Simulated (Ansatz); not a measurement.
PbI$_{2}$: a run of Ansatz with trial settings.

```yaml
crystal:
  lattice:
    - [4.5550018558, 0.0, 0.0]
    - [-2.2775009279, 3.9447473214, 0.0]
    - [0.0, 0.0, 6.977]
  atoms:
    - { symbol: Pb, position: [0.0, 0.0, 0.0] }
    - { symbol: I, position: [0.3333333333, 0.6666666667, 0.265] }
    - { symbol: I, position: [0.6666666667, 0.3333333333, 0.735] }
basis: {}
kpoints:
  mp_grid: { grid: [1, 7, 1] }
hamiltonian:
  xc: pbe
  pseudopotentials: { kind: nc }
scf:
  occupations: { method: gaussian, width: 0.1 }
output:
  forces: true
  stress: true
  eigenvalues: true
```

Command:

```bash
ansatz run input.yaml --threads 1 --pin off --max-ram 1331MiB --backend cpu --events-out ev --progress --plain --runs-dir out
```

Output, shortened (HF is the Harris–Foulkes energy, dr2 the density residual in eV):

```text
Warning: crystal.symmetry: narrowed to the stabiliser of the k-point mesh — unitary ops 12 → 4; excluded 8 operations that carry a point of the 1×7×1 mesh (shift [0, 0, 0]) off the mesh (the run samples exactly the mesh kpoints.mp_grid names, as under crystal.symmetry.detect: false, and its converged state has the mesh's symmetry, not the crystal's …
Pseudopotential: Pb, nc, valence charge 14, recommended cutoff 850 eV (normal)
Pseudopotential: I, nc, valence charge 7, recommended cutoff 952.398519 eV (normal)
Crystal: 3 atoms, lattice volume = 125.365 Å³
Basis set: ecut = 952.398519 eV, 8339 PW (Γ), exchange–correlation on 96×96×144 points (8 copies of the dense FFT grid, shifted against one another)
Bands: 18, of which v1, the nominal top of the filled ones, is band 14 counted from 1 (13 counted from 0)
Symmetry: 4 space group operations
k-points: 4 of 7
Initial density: superposition of atomic densities
SCF iter   1: HF=-2958.249472 eV  Δρ=1.66e-2  dr2=5.68e-1
SCF iter   2: HF=-2958.142098 eV  Δρ=8.77e-3  dr2=1.44e-1
SCF iter   3: HF=-2958.159065 eV  Δρ=2.42e-3  dr2=7.48e-3
SCF iter   4: HF=-2958.161584 eV  Δρ=6.81e-4  dr2=9.38e-4
SCF iter   5: HF=-2958.162293 eV  Δρ=3.24e-4  dr2=1.79e-4
SCF iter   6: HF=-2958.162397 eV  Δρ=7.86e-5  dr2=1.62e-5
SCF iter   7: HF=-2958.162386 eV  Δρ=1.56e-5  dr2=3.92e-7
SCF iter   8: F=-2958.162387 eV  HF=-2958.162387 eV  Δρ=8.25e-6  dr2=7.73e-8
SCF 1 converged in 8 iterations: F = -2958.162387 eV  dr2 = 7.73e-8
SCF converged after 8 iterations
Free energy (F): -2958.162387 eV
E sigma→0 (E₀):  -2958.162387 eV
Fermi energy:    5.185035 eV
--- Forces (eV/Å), atoms counted from 1 ---
  atom   1  Pb     0.00000000     0.00000000     0.00000000
  atom   2  I      0.00000000     0.37274916    -0.09467323
  atom   3  I      0.00000000    -0.37274916     0.09467323
--- Stress (GPa, compression-positive) ---
       15.551918       0.000000       0.000000
        0.000000       2.567460       1.022545
        0.000000       1.022545       2.759021
  P = ⅓ Tr σ = 6.9595 GPa (69.595 kbar)
```

Settings here are deliberately varied, not converged.